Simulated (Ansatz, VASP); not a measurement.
# Y in VASP and in Ansatz

```xyz
1
Lattice="0.0000 2.3988 2.3988 2.3988 0.0000 2.3988 2.3988 2.3988 0.0000" Properties=species:S:1:pos:R:3 pbc="T T T"
Y     0.0000    0.0000    0.0000
```

Alike in both runs: task single point; functional r2SCAN; k mesh 14 × 14 × 14; occupations gaussian, width 0.1 eV; no spin polarisation.

|  | VASP | Ansatz |
| --- | --- | --- |
| version | VASP 6.6.1 | Ansatz 0.2.0 |
| potentials or method | VASP PAW PBE potentials, release 64 (Y_sv) | scalar-relativistic, plane waves, PAW |
| plane-wave cutoff (eV) | 520 | 500 |
| valence electrons in the cell | 11 | 11 |

```csv
,VASP,Ansatz,Ansatz less VASP
gap on the k mesh at the Fermi level (eV),none,none,-
pressure (GPa),9.3,9.2,-0.08
```

A gap of «none» marks a metal or a gap that the smearing closes. With one functional, cell and mesh, what is left measures potentials, basis and numerics.

Caveats: the PAW data sets were made with another functional, which shifts forces and pressure a little (VASP).
